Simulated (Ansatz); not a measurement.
# SiC: the cost of one run

The runs shown are made with Ansatz 0.2.0. G0W0, plane waves. Calculated at 0 K for a non-magnetic cell.

### Step 1. The cell

The cell was relaxed beforehand with r2SCAN.

The symmetry is F-43m (No. 216, cubic); a = 4.356 Å in the conventional setting, 10.33 Å³ an atom. Around Si lie 4 C at 1.89 Å; around C lie 4 Si at 1.89 Å.

As a file:

Space group F-43m (No. 216). a = 4.356 Å, b = 4.356 Å, c = 4.356 Å, α = 90.00°, β = 90.00°, γ = 90.00°
```json
{"atom": "Si", "site": "4a", "symmetry": "-43m", "x": "0.0000", "y": "0.0000", "z": "0.0000"}
{"atom": "C", "site": "4d", "symmetry": "-43m", "x": "0.2500", "y": "0.2500", "z": "0.7500"}
```

### Step 2. 33 empty bands, 80 eV

The input, input.yaml:

```yaml
crystal:
  lattice:
    - [0.0, 2.1780523454, 2.1780523454]
    - [2.1780523454, 0.0, 2.1780523454]
    - [2.1780523454, 2.1780523454, 0.0]
  atoms:
    - { symbol: Si, position: [0.0, 0.0, 0.0] }
    - { symbol: C, position: [0.25, 0.25, 0.25] }
kpoints:
  mp_grid: { grid: [6, 6, 6] }
hamiltonian:
  xc: pbe
scf:
  occupations: { method: fixed }
gw:
  n_empty_bands: 33
  ecut_chi: 80
  qp_bands: [v2, c2]
  qp_kpoints: band_edges
  screening: { model: contour_deformation }
```

On the command line:

```console
> ansatz run input.yaml --threads 2 --pin off --max-ram 3686MiB --backend cpu --events-out ev --progress --plain --runs-dir out
```

Q: Estimate wall time and peak memory on 2 threads of Intel Xeon 6975P-C (Granite Rapids), shared host.

About 3 s, with a peak of 0.32 GiB.
